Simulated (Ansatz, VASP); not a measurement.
## One calculation of NbSi2, two programs

Contents of INCAR:

```
SYSTEM = NbSi2
ALGO = Normal
EDIFF = 1E-6
ENCUT = 520
GGA = PS
ISIF = 2
ISMEAR = 0
LASPH = .TRUE.
LCHARG = .FALSE.
LREAL = .FALSE.
LWAVE = .FALSE.
NBANDS = 42
NELM = 100
PREC = Accurate
SIGMA = 0.1
```

KPOINTS

```
k-points
0
G
  6 6 4
  0 0 0
```

POSCAR

```
NbSi2
1.0
    4.8190000000      0.0000000000      0.0000000000
   -2.4095000000      4.1733764208      0.0000000000
    0.0000000000      0.0000000000      6.5920000000
Nb Si
3 6
Direct
    0.5000000000      0.0000000000      0.5000000000
    0.5000000000      0.5000000000      0.8333333333
    0.0000000000      0.5000000000      0.1666666667
    0.1599000000      0.3198000000      0.5000000000
    0.8401000000      0.1599000000      0.8333333333
    0.6802000000      0.8401000000      0.1666666667
    0.8401000000      0.6802000000      0.5000000000
    0.1599000000      0.8401000000      0.8333333333
    0.3198000000      0.1599000000      0.1666666667
```

Input for Ansatz:

```yaml
crystal:
  lattice:
    - [4.819, 0.0, 0.0]
    - [-2.4095, 4.1733764208, 0.0]
    - [0.0, 0.0, 6.592]
  atoms:
    - { symbol: Nb, position: [0.5, 0.0, 0.5] }
    - { symbol: Nb, position: [0.5, 0.5, 0.8333333333] }
    - { symbol: Nb, position: [0.0, 0.5, 0.1666666667] }
    - { symbol: Si, position: [0.1599, 0.3198, 0.5] }
    - { symbol: Si, position: [0.8401, 0.1599, 0.8333333333] }
    - { symbol: Si, position: [0.6802, 0.8401, 0.1666666667] }
    - { symbol: Si, position: [0.8401, 0.6802, 0.5] }
    - { symbol: Si, position: [0.1599, 0.8401, 0.8333333333] }
    - { symbol: Si, position: [0.3198, 0.1599, 0.1666666667] }
basis:
  ecutwfc: 420
kpoints:
  mp_grid: { grid: [6, 6, 4] }
hamiltonian:
  xc: pbesol
scf:
  occupations: { method: gaussian, width: 0.1 }
output:
  forces: true
  stress: true
  eigenvalues: true
```

Alike in both runs: task single point; functional PBEsol; k mesh 6 × 6 × 4; occupations gaussian, width 0.1 eV; no spin polarisation.

|  | VASP | Ansatz |
| --- | --- | --- |
| version | VASP 6.6.1 | Ansatz 0.2.0 |
| potentials or method | VASP PAW PBE potentials, release 64 (Nb_sv, Si) | scalar-relativistic, plane waves, PAW |
| plane-wave cutoff (eV) | 520 | 420 |
| valence electrons in the cell | 63 | 63 |

Ansatz gave:

```
gap on the k mesh at the Fermi level (eV)       : none
pressure (GPa)                                  : -4.1
largest component of the traceless stress (GPa) : 1.53
rms of the force components (eV/Å)              : 0.010
```

Q: Estimate VASP's values.

A: gap on the k mesh at the Fermi level (eV): none; pressure (GPa): -4.1; largest component of the traceless stress (GPa): 1.55; rms of the force components (eV/Å): 0.009.

Atom by atom the forces differ by 0.001 eV/Å (rms over components). A gap of «none» marks a metal or a gap that the smearing closes. With one functional, cell and mesh, what is left measures potentials, basis and numerics.

Caveats: the PAW data sets were made with another functional, which shifts forces and pressure a little (VASP).
